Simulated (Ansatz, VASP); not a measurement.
## One calculation of ZnS, two programs

```xyz
2
Lattice="3.0641 0.0000 0.0000 0.0000 3.0641 0.0000 0.0000 0.0000 3.0641" Properties=species:S:1:pos:R:3 pbc="T T T"
Zn    0.0000    0.0000    0.0000
S     1.5320    1.5320    1.5320
```

Change from the starting cell: volume scaled by 0.88, LAPW.

Alike in both runs: task single point; functional PBE; k mesh 15 × 15 × 15; occupations fermi-dirac, width 0.1 eV; no spin polarisation.

|  | VASP | Ansatz |
| --- | --- | --- |
| version | VASP 6.6.1 | Ansatz 0.2.0 |
| potentials or method | VASP PAW PBE potentials, release 64 (Zn, S), cutoff 520 eV | all-electron LAPW, scalar-relativistic |

|  | VASP | Ansatz | Ansatz less VASP |
| --- | --- | --- | --- |
| pressure (GPa) | 13.0 | 12.9 | -0.10 |

Ansatz ran all-electron here, so the differences hold the error of VASP's frozen core and of both bases.
